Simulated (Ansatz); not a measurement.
Runs of Ansatz 0.2.0 on NiO. The structure is cubic, space group Fm-3m (No. 225). The conventional cell has a = 4.172 Å, b = 4.172 Å, c = 4.172 Å, α = 90.00°, β = 90.00°, γ = 90.00°. Around Ni (site symmetry m-3m) lie 6 O at 2.09 Å. O (site symmetry m-3m) is surrounded by 6 Ni at 2.09 Å. 

```csv
potentials or basis,cutoff (eV),basis error allowed,pressure (GPa),moment (μB)
"all-electron LAPW, inner shells corrected to Dirac's equation",378,0.001 eV/atom,-6.8,1.48
"all-electron LAPW, non-relativistic",378,0.001 eV/atom,(a),1.41
"all-electron LAPW, scalar-relativistic",378,0.001 eV/atom,-6.8,1.48
all-electron PAW datasets made for the crystal,420,-,-6.8,1.48
```

Alike in all rows: task band structure; level PBEsol; spin collinear, ferromagnetic start; cell as given; k mesh 11 × 11 × 11; smearing fermi-dirac 0.05 eV.

Problem. Fill in the values left out.

Solution. (a) -5.8.

Caveats: a cell with one magnetic atom can't hold antiferromagnetic order, which such compounds often take.

The runs don't all hold the same shells in valence.
